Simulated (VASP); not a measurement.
# CdSe (F-43m) in VASP: a series of runs

The runs below take CdSe through single point, relaxation of cell and atoms, with PBEsol.

Everything below comes from runs of VASP 6.6.1. Logs are shortened: lines on timing, memory, paths and dates and some standing lists are left out, and cuts for length are marked.

### 1 Starting point

The structure is cubic, space group F-43m (No. 216). Conventional cell: a = 6.082 Å, b = 6.082 Å, c = 6.082 Å, α = 90.00°, β = 90.00°, γ = 90.00°. Cd (site symmetry -43m) has 4 Se at 2.63 Å as nearest neighbours. Se (site symmetry -43m) is surrounded by 4 Cd at 2.63 Å.

Measurements of this composition are mostly on another form, of space group No. 186.

### 2 Single point, PBEsol

Contents of INCAR:

```
PREC = Accurate
ENCUT = 520
EDIFF = 1E-6
ISMEAR = 0
SIGMA = 0.02
LREAL = False
LASPH = True
NELM = 100
ALGO = Normal
ISIF = 2
LWAVE = False
LCHARG = False
GGA = PS
NBANDS = 16
```

Contents of KPOINTS:

```
regular mesh
0
Gamma
  10 10 10
```

Contents of POSCAR:

```
CdSe
1.0
    0.0000000000      3.0408190899      3.0408190899
    3.0408190899      0.0000000000      3.0408190899
    3.0408190899      3.0408190899      0.0000000000
Cd Se
1 1
Direct
    0.0000000000      0.0000000000      0.0000000000
    0.7500000000      0.7500000000      0.7500000000
```

Potentials or basis: VASP PAW PBE potentials, release 64 (Cd, Se).

Command:

```sh
cat potpaw_PBE.64/Cd/POTCAR potpaw_PBE.64/Se/POTCAR > POTCAR
mpirun -np 1 vasp_std > vasp.out
```

OUTCAR:

```text
PREC = Accurate
   ENCUT = 520
   EDIFF = 1E-6
   ISMEAR = 0
   LREAL = False
   LASPH = True
   NELM = 100
   ISIF = 2
   GGA = PS

 ion  position               nearest neighbor table
   1  0.000  0.000  0.000-   2 2.63   2 2.63   2 2.63   2 2.63
   2  0.750  0.750  0.750-   1 2.63   1 2.63   1 2.63   1 2.63

  LATTYP: Found a face centered cubic cell.
 ALAT       =     6.0816381798

  Lattice vectors:

 A1 = (   0.0000000000,   3.0408190899,   3.0408190899)
 A2 = (   3.0408190899,   0.0000000000,   3.0408190899)
 A3 = (   3.0408190899,   3.0408190899,   0.0000000000)

Analysis of symmetry for initial positions (statically):
=====================================================================
 Subroutine PRICEL returns:
 Original cell was already a primitive cell.

 Routine SETGRP: Setting up the symmetry group for a
 face centered cubic supercell.

 Subroutine GETGRP returns: Found 24 space group operations
 (whereof 24 operations were pure point group operations)
 out of a pool of 48 trial point group operations.

The static configuration has the point symmetry T_d .

Analysis of symmetry for dynamics (positions and initial velocities):
=====================================================================
 Subroutine PRICEL returns:
 Original cell was already a primitive cell.

 Routine SETGRP: Setting up the symmetry group for a
 face centered cubic supercell.

 Subroutine GETGRP returns: Found 24 space group operations
 (whereof 24 operations were pure point group operations)
 out of a pool of 48 trial point group operations.

The dynamic configuration has the point symmetry T_d .

 Subroutine INISYM returns: Found 24 space group operations
 (whereof 24 operations are pure point group operations),
 and found     1 'primitive' translations

----------------------------------------------------------------------------------------

                                     Primitive cell

  volume of cell :      56.2344

  direct lattice vectors                    reciprocal lattice vectors
     0.000000000  3.040819090  3.040819090    -0.164429381  0.164429381  0.164429381
     3.040819090  0.000000000  3.040819090     0.164429381 -0.164429381  0.164429381
     3.040819090  3.040819090  0.000000000     0.164429381  0.164429381 -0.164429381

  length of vectors
     4.300367598  4.300367598  4.300367598     0.284800042  0.284800042  0.284800042

  position of ions in fractional coordinates (direct lattice)
     0.000000000  0.000000000  0.000000000
     0.750000000  0.750000000  0.750000000

  ion indices of the primitive-cell ions
   primitive index   ion index
                 1           1
                 2           2

----------------------------------------------------------------------------------------

 KPOINTS: regular mesh

Automatic generation of k-mesh.
 Grid dimensions read from file:
 generate k-points for:   10   10   10

 Generating k-lattice:

  Cartesian coordinates                     Fractional coordinates (reciprocal lattice)
    -0.016442938  0.016442938  0.016442938     0.100000000  0.000000000  0.000000000
     0.016442938 -0.016442938  0.016442938     0.000000000  0.100000000  0.000000000
     0.016442938  0.016442938 -0.016442938     0.000000000  0.000000000  0.100000000

  Length of vectors
     0.028480004  0.028480004  0.028480004

  Shift w.r.t. Gamma in fractional coordinates (k-lattice)
     0.000000000  0.000000000  0.000000000

 Subroutine IBZKPT returns following result:
 ===========================================

 Found     47 irreducible k-points:

 Following reciprocal coordinates:
            Coordinates               Weight
  0.000000  0.000000  0.000000      1.000000
  0.100000  0.000000  0.000000      8.000000
  0.200000  0.000000  0.000000      8.000000
  0.300000  0.000000  0.000000      8.000000
  0.400000  0.000000  0.000000      8.000000
  0.500000  0.000000  0.000000      4.000000
[... 16 lines left out ...]
  0.300000  0.300000  0.000000      6.000000
  0.400000  0.300000  0.000000     24.000000
 [... further k-points ...]
   k-points           NKPTS =     47   k-points in BZ     NKDIM =     47   number of bands    NBANDS=     16
   number of dos      NEDOS =    301   number of ions     NIONS =      2
   total plane-waves  NPLWV =  32768
   dimension x,y,z NGX =    32 NGY =   32 NGZ =   32
   dimension x,y,z NGXF=    64 NGYF=   64 NGZF=   64
   ions per type =               1   1
   NGX,Y,Z   is equivalent  to a cutoff of  12.37, 12.37, 12.37 a.u.
   NGXF,Y,Z  is equivalent  to a cutoff of  24.74, 24.74, 24.74 a.u.
 SYSTEM =  unknown system
   PREC   = accura    normal or accurate (medium, high low for compatibility)
   ISTART =      0    job   : 0-new  1-cont  2-samecut
   ICHARG =      2    charge: 1-file 2-atom 10-const
   ISPIN  =      1    spin polarized calculation?
   LNONCOLLINEAR =      F non collinear calculations
   LSORBIT =      F    spin-orbit coupling
   LASPH  =      T    aspherical Exc in radial PAW
   ENCUT  =  520.0 eV  38.22 Ry    6.18 a.u.   8.00  8.00  8.00*2*pi/ulx,y,z
   NELM   =    100;   NELMIN=  2; NELMDL= -5     # of ELM steps
   EDIFF  = 0.1E-05   stopping-criterion for ELM
   LREAL  =      F    real-space projection
   EDIFFG = 0.1E-04   stopping-criterion for IOM
   NSW    =      0    number of steps for IOM
   IBRION =     -1    ionic relax: 0-MD 1-quasi-New 2-CG
   NFREE  =      0    steps in history (QN), initial steepest desc. (CG)
   ISIF   =      2    stress and relaxation
   ISYM   =      2    0-nonsym 1-usesym 2-fastsym
   POTIM  = 0.5000    time-step for ionic-motion
   TEBEG  =    0.0;   TEEND  =   0.0 temperature during run
   PSTRESS=    0.0 pullay stress
   NELECT =      18.0000    total number of electrons
   NUPDOWN=      -1.0000    fix difference up-down
   EMIN   =  10.00;   EMAX   =-10.00  energy-range for DOS
   EFERMI =   0.00;   METHOD = LEGACY
   ISMEAR =     0;   SIGMA  =   0.02  broadening in eV -4-tet -1-fermi 0-gaus
   EFERMI_NEDOS =   21; number of points for ismear=-14 and -15
   IALGO  =     38    algorithm
   IMIX   =      4    mixing-type and parameters
     AMIX     =   0.40;   BMIX     =  1.00
     AMIX_MAG =   1.60;   BMIX_MAG =  1.00
  volume/ion in A,a.u.               =      28.12       189.74
  Fermi-wavevector in a.u.,A,eV,Ry     =   1.119863  2.116235 17.062988  1.254094
  Thomas-Fermi vector in A             =   2.256506
   LORBIT       =      0    0 simple, 1 ext, 2 COOP (PROOUT), +10 PAW based schemes
   GGA     = PS    functional components
   LHFCALC =     F    Hartree Fock is set to
   AEXX    =    0.0000 exact exchange contribution
   IVDW    =     0    specifies the selected vdW correction
   LEPSILON=     F    determine dielectric tensor
   LRPA    =     F    only Hartree local field effects (RPA)
 non-spin polarized calculation
 Gauss-broadening in eV      SIGMA  =   0.02
  energy-cutoff  :      520.00
  volume of cell :       56.23
 maximum number of plane-waves:      1528
   NGX = 15   NGY = 15   NGZ = 15

 number of electron      18.0000002 magnetization

 Free energy of the ion-electron system (eV)
  ---------------------------------------------------
  ext. energy  EPLUGINS =         0.00000000
  ---------------------------------------------------
  free energy    TOTEN  =        -6.17772406 eV

  energy without entropy =       -6.17772406  energy(sigma->0) =       -6.17772406

 E-fermi :   0.9807     XC(G=0):  -9.1013

 val. band max:        0.8143569792   @ k =   0.0000   0.0000   0.0000
 cond. band min:       1.2980307378   @ k =   0.0000   0.0000   0.0000
 fundamental gap:      0.4836737586
 Fermi energy:         0.9807022568

 k-point     1 :       0.0000    0.0000    0.0000
  band No.  band energies     occupation
      1     -11.8121      2.00000
      2      -7.0991      2.00000
      3      -7.0991      2.00000
      4      -7.0991      2.00000
      5      -6.7172      2.00000
      6      -6.7172      2.00000
[... 8 lines left out ...]
     15      11.8807      0.00000
     16      11.8807      0.00000

 k-point     2 :       0.1000    0.0000    0.0000
  band No.  band energies     occupation
      1     -11.7765      2.00000
      2      -7.0876      2.00000
      3      -7.0876      2.00000
      4      -7.0695      2.00000
      5      -6.7180      2.00000
      6      -6.7180      2.00000
[... 8 lines left out ...]
     15      11.2339      0.00000
     16      11.2339      0.00000

 k-point     3 :       0.2000    0.0000    0.0000
  band No.  band energies     occupation
      1     -11.6823      2.00000
      2      -7.0593      2.00000
      3      -7.0593      2.00000
      4      -6.9707      2.00000
      5      -6.7176      2.00000
      6      -6.7176      2.00000
[... 8 lines left out ...]
     15      10.7840      0.00000
     16      11.0199      0.00000

 k-point     4 :       0.3000    0.0000    0.0000
  band No.  band energies     occupation
      1     -11.5645      2.00000
      2      -7.0291      2.00000
      3      -7.0291      2.00000
      4      -6.7878      2.00000
      5      -6.7110      2.00000
      6      -6.7110      2.00000
[... 8 lines left out ...]
     15      11.0475      0.00000
     16      11.0475      0.00000
[... 324 lines left out ...]
 k-point    22 :      -0.2000    0.2000    0.0000
  band No.  band energies     occupation
      1     -11.5248      2.00000
      2      -7.0113      2.00000
      3      -6.9975      2.00000
      4      -6.7865      2.00000
      5      -6.7325      2.00000
      6      -6.6592      2.00000
[... 8 lines left out ...]
     15      11.9917      0.00000
     16      13.0945      0.00000

 k-point    23 :       0.3000    0.3000    0.0000
  band No.  band energies     occupation
      1     -11.4844      2.00000
      2      -6.9341      2.00000
      3      -6.9341      2.00000
      4      -6.9077      2.00000
      5      -6.6784      2.00000
      6      -6.6781      2.00000
[... 8 lines left out ...]
     15      12.5989      0.00000
     16      14.5713      0.00000

 k-point    24 :       0.4000    0.3000    0.0000
  band No.  band energies     occupation
      1     -11.4095      2.00000
      2      -6.9305      2.00000
      3      -6.9010      2.00000
      4      -6.8559      2.00000
      5      -6.6719      2.00000
      6      -6.5576      2.00000
[... 8 lines left out ...]
     15      12.9982      0.00000
     16      14.4014      0.00000

 [... further k-points ...]
[... 5 lines left out ...]
  --------------------------------------------------------------------------------------
  -------------------------------------------------------------------------------------
  Total        0.1183078      0.1183078      0.1183078      0.0000000      0.0000000      0.0000000
  in kB        3.3707150      3.3707150      3.3707150      0.0000000      0.0000000      0.0000000
  external PRESSURE =       3.3707150 kB  Pullay stress =       0.0000000 kB

 VOLUME and BASIS-vectors are now :
 -----------------------------------------------------------------------------
  energy-cutoff  :      520.00
  volume of cell :       56.23
      direct lattice vectors                 reciprocal lattice vectors
     0.000000000  3.040819090  3.040819090    -0.164429381  0.164429381  0.164429381
     3.040819090  0.000000000  3.040819090     0.164429381 -0.164429381  0.164429381
     3.040819090  3.040819090  0.000000000     0.164429381  0.164429381 -0.164429381

 POSITION                                       TOTAL-FORCE (eV/Angst)
 -----------------------------------------------------------------------------------
      0.00000      0.00000      0.00000        -0.000000     -0.000000     -0.000000
      4.56123      4.56123      4.56123         0.000000      0.000000      0.000000
 -----------------------------------------------------------------------------------
    total drift:                                0.000000      0.000000      0.000000

  FREE ENERGIE OF THE ION-ELECTRON SYSTEM (eV)
  ---------------------------------------------------
  free  energy   TOTEN  =        -6.1777240649 eV

  energy  without entropy=       -6.1777240649  energy(sigma->0) =       -6.17772406
```

Wall time 33 s (1 thread of Intel Xeon Platinum 8375C at 2.90GHz (Ice Lake), shared host); peak memory 0.2 GiB.

What came out:

| Property | Result |
| --- | --- |
| Free energy | -6.1777 eV |
| Pressure | 0.3 GPa |
| Band gap on the k mesh | 0.48 eV, direct |

Caveat: the PAW data sets were made with another functional, which shifts forces and pressure a little. PBEsol gaps usually lie below the measured ones, often by a third to a half.

### 3 Relaxation of cell and atoms, PBEsol

This run uses another cell than the first one, of 28.94 Å³/atom, 1.029 times its volume.

Contents of INCAR:

```
PREC = Accurate
ENCUT = 600
EDIFF = 1E-6
ISMEAR = 0
SIGMA = 0.02
LREAL = False
LASPH = True
NELM = 100
ALGO = Normal
ISIF = 3
LWAVE = False
LCHARG = False
GGA = PS
IBRION = 2
NSW = 100
EDIFFG = -0.002
```

Contents of KPOINTS:

```
Automatic mesh
0
Gamma
  10 10 10
```

Contents of POSCAR:

```
CdSe
1.0
    0.0000000000      3.0702711986      3.0702711986
    3.0702711986      0.0000000000      3.0702711986
    3.0702711986      3.0702711986      0.0000000000
Cd Se
1 1
Direct
    0.0000000000      0.0000000000      0.0000000000
    0.7500000000      0.7500000000      0.7500000000
```

Potentials or basis: VASP PAW PBE potentials, release 64 (Cd, Se).

Command:

```sh
cat potpaw_PBE.64/Cd/POTCAR potpaw_PBE.64/Se/POTCAR > POTCAR
mpirun -np 1 vasp_std > vasp.out
```

Run time: 2.7 min. Hardware: 1 thread of Intel Xeon Platinum 8375C at 2.90GHz (Ice Lake), shared host; peak memory 0.24 GiB.

Results (log left out):

* Free energy: -6.1785 eV
* Relaxed volume: 28.28 Å³/atom
* Relaxed cell: a = 4.309 Å, b = 4.309 Å, c = 4.309 Å, α = 60.00°, β = 60.00°, γ = 60.00°
* Space group after relaxing (to 0.05 Å): F-43m (No. 216)
* Energy gained by relaxing: 2.5 meV/atom
* Ionic steps: 4
* Pressure after relaxing: 0.0 GPa
* Band gap on the k mesh: 0.47 eV, direct

The path:
| step | energy change (eV) | largest force (eV/Å) | pressure (GPa) | volume (Å³) |
| --- | --- | --- | --- | --- |
| 1 | 0.0000 | 0.0000 | -1.15 | 57.88 |
| 2 | -0.0045 | 0.0000 | 0.33 | 56.16 |
| 3 | -0.0049 | 0.0000 | 0.02 | 56.53 |
| 4 | -0.0049 | 0.0000 | 0.00 | 56.56 |

Final structure:
```
Cd Se
1.0
     0.00000    3.04669    3.04669
     3.04669    0.00000    3.04669
     3.04669    3.04669    0.00000
Cd Se
1 1
Cartesian
  0.0000 0.0000 0.0000
  4.5700 4.5700 4.5700
```

Levels at points of the mesh, in eV from the valence-band top:
| k point | band 6 | band 7 | band 8 | band 9 | band 10 | band 11 | band 12 | band 13 |
| --- | --- | --- | --- | --- | --- | --- | --- | --- |
| (0.00, 0.00, 0.00) | -7.52 | 0.00 | 0.00 | 0.00 | 0.47 | 5.85 | 5.85 | 5.85 |
| (0.50, 0.00, 0.00) | -7.23 | -4.42 | -0.75 | -0.75 | 2.28 | 6.36 | 6.36 | 7.27 |
| (0.50, 0.50, 0.00) | -7.17 | -4.10 | -1.86 | -1.86 | 3.01 | 3.67 | 8.95 | 10.10 |

Caveat: the PAW data sets were made with another functional, which shifts forces and pressure a little. Expect the measured gap to be larger: semilocal functionals such as PBEsol lack the derivative discontinuity.

### 4 Single point, PBEsol

This run uses another cell than the first one, of 27.55 Å³/atom, 0.980 times its volume.

Contents of INCAR:

```
SYSTEM = CdSe
PREC = Accurate
ENCUT = 520
EDIFF = 1E-6
ISMEAR = 0
SIGMA = 0.01
LREAL = .False.
LASPH = .True.
NELM = 100
ALGO = Normal
ISIF = 2
LWAVE = .False.
LCHARG = .False.
GGA = PS
NBANDS = 16
```

Contents of KPOINTS:

```
Automatic mesh
0
Gamma
  10 10 10
  0 0 0
```

Contents of POSCAR:

```
CdSe
1.0
    0.0000000000      3.0204102932      3.0204102932
    3.0204102932      0.0000000000      3.0204102932
    3.0204102932      3.0204102932      0.0000000000
Cd Se
1 1
Direct
    0.0000000000      0.0000000000      0.0000000000
    0.7500000000      0.7500000000      0.7500000000
```

Command:

```sh
cat potpaw_PBE.64/Cd/POTCAR potpaw_PBE.64/Se/POTCAR > POTCAR
mpirun -np 1 vasp_std > vasp.out
```

It took 52 s on 1 thread of Intel Xeon Platinum 8375C at 2.90GHz (Ice Lake), shared host; peak memory 0.2 GiB.

It converged, with:

```yaml
Free_energy: -6.1714 eV
Pressure: 1.5 GPa
Band_gap_on_the_k_mesh: 0.52 eV, direct
```

Levels at points of the mesh, in eV from the valence-band top:
| k point | band 5 | band 6 | band 7 | band 8 | band 9 | band 10 | band 11 | band 12 | band 13 | band 14 |
| --- | --- | --- | --- | --- | --- | --- | --- | --- | --- | --- |
| (0.00, 0.00, 0.00) | -7.58 | -7.58 | 0.00 | 0.00 | 0.00 | 0.52 | 5.85 | 5.85 | 5.85 | 9.68 |
| (0.50, 0.00, 0.00) | -7.56 | -7.27 | -4.57 | -0.79 | -0.79 | 2.31 | 6.37 | 6.37 | 7.34 | 9.94 |
| (0.50, 0.50, 0.00) | -7.52 | -7.21 | -4.22 | -1.95 | -1.95 | 2.96 | 3.69 | 9.08 | 10.25 | 10.25 |

Caveat: the PAW data sets were made with another functional, which shifts forces and pressure a little. Expect the measured gap to be larger: semilocal functionals such as PBEsol lack the derivative discontinuity.

### 5 Overview

| task | cell | cutoff (eV) | smearing | gap on the mesh (eV) | pressure (GPa) |
| --- | --- | --- | --- | --- | --- |
| single point | F-43m, 28.12 Å³/atom | 520 | gaussian 0.02 eV | 0.48 | 0.3 |
| relaxation of cell and atoms | relaxed | 600 | gaussian 0.02 eV | 0.47 | 0.0 |
| single point | F-43m, 27.55 Å³/atom | 520 | gaussian 0.01 eV | 0.52 | 1.5 |

Alike in all rows: level PBEsol; potentials or basis VASP PAW PBE potentials, release 64 (Cd, Se); no spin polarisation; k mesh 10 × 10 × 10.

Caveats: the PAW data sets were made with another functional, which shifts forces and pressure a little.

Total energies depend on the potentials used, so only differences within one code and one set of settings carry meaning.
